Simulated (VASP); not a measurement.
Write the native input for VASP 6.6.1 that does the following.

* Task: relaxation of shape and atoms at fixed volume
* Functional: PBEsol
* Potentials or basis: VASP PAW PBE potentials, release 64 (Ti_sv)
* Cutoff: 600 eV
* k mesh: 15 × 15 × 8
* Occupations: methfessel-paxton, width 0.1 eV
* Spin: no spin polarisation
* Further INCAR settings: ALGO = Normal; EDIFF = 1e-07; IBRION = 2; EDIFFG = -0.01; NSW = 40; ISIF = 4

The structure of Ti lies in POSCAR:

```
Ti                                      
1.0
    2.8826222438      0.0000000000      0.0000000000
   -1.4413111219      2.4964240927      0.0000000000
    0.0000000000      0.0000000000      4.5443084837
  Ti            
     2
Direct
     0.3333333332999970    0.6666666667000030    0.2500000000000000
     0.6666666667000030    0.3333333332999970    0.7500000000000000
```

The cell isn't the ideal one: a relaxed cell with its volume scaled by 0.98.

The input as run:

INCAR

```
PREC = Accurate ; ENCUT = 600
EDIFF = 1E-7 ; ISMEAR = 1
SIGMA = 0.1 ; LREAL = False
LASPH = True ; NELM = 80
ALGO = Normal ; ISIF = 4
LWAVE = False ; LCHARG = False
GGA = PS ; IBRION = 2
NSW = 40 ; EDIFFG = -0.01
```

KPOINTS

```
Automatic mesh
0
Gamma
  15 15 8
```

Potentials or basis: VASP PAW PBE potentials, release 64 (Ti_sv).

Run with:

```console
$ cat potpaw_PBE.64/Ti_sv/POTCAR > POTCAR
$ mpirun -np 1 vasp_std > vasp.out
```

It gave:

| Item | Value |
| --- | --- |
| Pressure after relaxing | 2.5 GPa |
| Band gap on the k mesh | none (metal or under the smearing width) |

Caveat: the relaxation stopped at its first step, so nothing moved; the PAW data sets were made with another functional, which shifts forces and pressure a little.

Run time: 57 s on 1 thread of Intel(R) Xeon(R) Platinum 8488C (Sapphire Rapids) (shared host), peak memory 0.2 GiB.
